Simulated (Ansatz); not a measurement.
The system is BeS.

```
S Be
1.0
     0.00000    2.42500    2.42500
     2.42500    0.00000    2.42500
     2.42500    2.42500    0.00000
S Be
1 1
Direct
  0.25000 0.25000 0.25000
  0.00000 0.00000 0.00000
```

```yaml
Program: Ansatz 0.2.0
Task: phonons
Functional: exchange-only PBE
Potentials_or_basis: as the typed override names
Cutoff: 1080 eV
Density_cutoff: 6480 eV
k_mesh: 6 × 6 × 6
Occupations: fixed
Spin: no spin polarisation
Driver: chain
q_mesh: 2 × 2 × 2
Path: "[[\"G\", \"X\", \"W\", \"K\", \"G\", \"L\", \"U\", \"W\", \"L\", \"K\"], [\"U\", \"X\"]]"
Points_for_each_segment_of_the_path: 8
```

Q: Is this structure dynamically stable at this level, and how far does the spectrum reach?

A: Yes, as far as this q mesh shows: no mode on the path is imaginary. The highest frequency is 674 cm⁻¹.

A q mesh this small can miss soft modes between its points.

Caveat: the q mesh is small, so phonon branches between its points and thermal values are rough.
